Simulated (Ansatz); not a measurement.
Cubic perovskite CsPbI3 (cubic high-temperature phase) was calculated with r²SCAN (PAW; Ansatz, a program for electronic structure).

Run with plane-wave cutoff 560 eV, 6×6×6 k mesh, Fermi–Dirac smearing 0.01 eV, scalar-relativistic PAW data made under PBE.

Cell (relaxed at this level):

```
CsPbI3
1.0
    6.33853     0.00000     0.00000
    0.00000     6.33853     0.00000
    0.00000     0.00000     6.33853
Cs Pb I
1 1 3
Cartesian
  0.00000   0.00000   0.00000
  3.16927   3.16927   3.16927
  3.16927   0.00000   3.16927
  0.00000   3.16927   3.16927
  3.16927   3.16927   0.00000
```

Task: Give the computed bulk modulus B0, band gap, Γ–Γ gap and pressure derivative B′ of the bulk modulus.

Result: 
- bulk modulus B0 = 16.7 GPa
- band gap = 1.71 eV
- Γ–Γ gap = 4.89 eV
- pressure derivative B′ of the bulk modulus = 4.7

Note: the relaxation could not lower the start's symmetry, so the cell can be a saddle point above a distorted one.

Spin–orbit coupling is not included; with these elements it can move the gap by several tenths of an eV or more.

Static lattice: no zero-point or thermal effects.

Cost on a shared machine: about 5 core-minutes (a rough figure).
